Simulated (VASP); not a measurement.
Set up this calculation in VASP 6.6.1, as the native input.

| Property | Result |
| --- | --- |
| Task | relaxation of cell and atoms |
| Functional | LDA |
| Potentials or basis | VASP PAW LDA potentials, release 64 (Ge_d) |
| Cutoff | 600 eV |
| k mesh | 12 × 12 × 5 |
| Occupations | gaussian, width 0.03 eV |
| Spin | no spin polarisation |
| Further INCAR settings | ALGO = Normal; EDIFF = 1e-07; IBRION = 2; EDIFFG = -0.005; NSW = 90; ISIF = 3 |

The structure of Ge lies in POSCAR:

```
Ge                                      
1.0
    3.9618823268      0.0000000000      0.0000000000
   -1.9809411634      3.4310907419     -0.0000000000
    0.0000000000     -0.0000000000      6.5372557476
  Ge            
     4
Direct
     0.6666666699999979    0.3333333300000021    0.0628808033917103
     0.3333333300000021    0.6666666699999979    0.5628808033917101
     0.6666666699999979    0.3333333300000021    0.4371191966082897
     0.3333333300000021    0.6666666699999979    0.9371191966082899
```

This isn't the form of Ge at room conditions, which is diamond.

These files were run (other wordings do the same):

INCAR

```
SYSTEM = Ge
PREC = Accurate ; ENCUT = 600
EDIFF = 1E-7 ; ISMEAR = 0
SIGMA = 0.03 ; LREAL = .FALSE.
LASPH = .TRUE. ; NELM = 80
ALGO = Normal ; ISIF = 3
LWAVE = .FALSE. ; LCHARG = .FALSE.
GGA = CA ; IBRION = 2
NSW = 90 ; EDIFFG = -0.005
```

KPOINTS

```
Automatic mesh
0
G
  12 12 5
  0 0 0
```

Potentials or basis: VASP PAW LDA potentials, release 64 (Ge_d).

Launch:

```sh
$ cat potpaw_LDA.64/Ge_d/POTCAR > POTCAR
$ mpirun -np 1 vasp_std > vasp.out
```

Results of the run:

| Quantity | Value |
| --- | --- |
| Relaxed volume | 22.21 Å³/atom |
| Relaxed cell | a = 3.961 Å, b = 3.961 Å, c = 6.537 Å, α = 90.00°, β = 90.00°, γ = 120.00° |
| Space group after relaxing (to 0.05 Å) | P6_3/mmc (No. 194) |
| Energy gained by relaxing | 0.0 meV/atom |
| Ionic steps | 3 |
| Pressure after relaxing | 0.0 GPa |
| Band gap on the k mesh | none (metal or under the smearing width) |

Run time: 120 s on 1 thread of Intel(R) Xeon(R) 6975P-C (Granite Rapids), with other jobs on the host, peak memory 0.29 GiB.
